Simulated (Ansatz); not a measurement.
**MgO (Fm-3m): G0W0 and the choice of datasets**

```
CELL_PARAMETERS angstrom
0.00000 2.03133 2.03133
2.03133 0.00000 2.03133
2.03133 2.03133 0.00000
ATOMIC_POSITIONS crystal
Mg 0.00000 0.00000 0.00000
O 0.50000 0.50000 0.50000
```

Held fixed (Ansatz):

```yaml
orbitals: PBE
k_mesh: 4×4×4
empty_bands: 108
response_cutoff: 200 eV
frequencies: contour deformation
q_→_0_term: analytic weight of Carrier, Rohra and Görling
band_sums: cut at the band count
```

The gap is read direct at Γ, linearised, between the Kohn-Sham band edges among the points solved. The direct gap is read between the top filled and lowest empty Kohn-Sham band at Γ. ε∞ is the electronic dielectric constant on this mesh.

| datasets, wave cutoff | KS gap (eV) | G0W0 gap (eV) | direct at Γ (eV) | ε∞ |
| --- | --- | --- | --- | --- |
| all-electron, 3300 eV | 5.86 | 8.65 | 8.65 | 3.1 |
| hard PAW, 700 eV | 5.86 | 8.65 | 8.65 | 3.1 |
| hand-made PAW, accurate, 900 eV | 5.86 | 8.67 | 8.67 | 3.1 |
| hand-made PAW, 930 eV | 5.86 | 8.68 | 8.68 | 3.1 |
| JTH PAW, 700 eV | 5.85 | 8.65 | 8.65 | 3.1 |
| soft PAW (1st gen.), 420 eV | 5.87 | 8.62 | 8.62 | 3.1 |
| norm-conserving, 1240 eV | 5.87 | 8.36 | 8.36 | 3.1 |
| all-electron, no relativity, 3300 eV | 5.92 | 8.72 | 8.72 | 3.1 |

Farthest from all-electron, 3300 eV in the G0W0 gap: norm-conserving, 1240 eV (-0.29 eV). The nearest differs by 0.000 eV.

The cell is a model at fixed atoms and needn't be the relaxed known crystal. Soft PAW datasets can miss an all-electron G0W0 gap by more than 5 %. With norm-conserving pseudopotentials the core–valence exchange is only approximate, which can shift gaps by tenths of an eV and RPA lattice constants by most of a per cent. The mesh is coarse, so these are values at the stated settings, not converged ones. Band sums or response are cut, so the gap isn't at its basis limit.
